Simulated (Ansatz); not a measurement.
# AlN: what symmetry allows forces and stress to be

```
Al N
1.0
    -0.01215    1.97798    1.94746
     1.97798   -0.01215    1.94746
     1.96583    1.96583    0.00000
Al N
1 1
Cartesian
  1.9658 1.9658 2.0049
  0.0000 0.0000 -0.0574
```

Level of theory: DFT PBE, scalar-relativistic, plane waves, PAW in Ansatz.

Cutoff 420 eV; k points 10×10×10 on the computed 2-atom cell (Γ-centred); Gaussian smearing, width 0.02 eV; no spin polarisation.

This distorted cell has space group Imm2, with 4 operations.

Q: Without a calculation: in which directions can each atom feel a force?

A: A force must be left unchanged by every operation that keeps its atom in place, so it lies in the space that those operations leave fixed. Atoms that the group maps onto each other feel forces of one size.
```json
{"atom": "Al1", "site symmetry": "mm2", "operations at the site": "4", "equivalent to atom": "1", "allowed force (Cartesian)": "along (0.00, 0.00, 1.00)"}
{"atom": "N2", "site symmetry": "mm2", "operations at the site": "4", "equivalent to atom": "2", "allowed force (Cartesian)": "along (0.00, 0.00, 1.00)"}
```

That leaves 2 independent force components of 6, tied by 1 condition that the forces sum to zero, so 1 remains. A relaxation in this cell that keeps the symmetry moves the atoms in these directions alone.

Q: And the stress tensor?

A: It must be invariant under the point group, which leaves 3 independent components: yz, xz vanish; xx = yy.

Q: Do the computed values obey this?

A: Yes. Forces (eV/Å):
```
Al1  0.000  0.000 -1.580
N2   0.000  0.000  1.580
```

Stress (GPa, compression positive, xx yy zz yz xz xy): 28.11 28.11 46.97 0.00 0.00 4.19. The program imposes the same operations on density, forces and stress, so this confirms the analysis and is no independent test of the calculation.

This rock-salt form isn't the usual stable structure of the compound.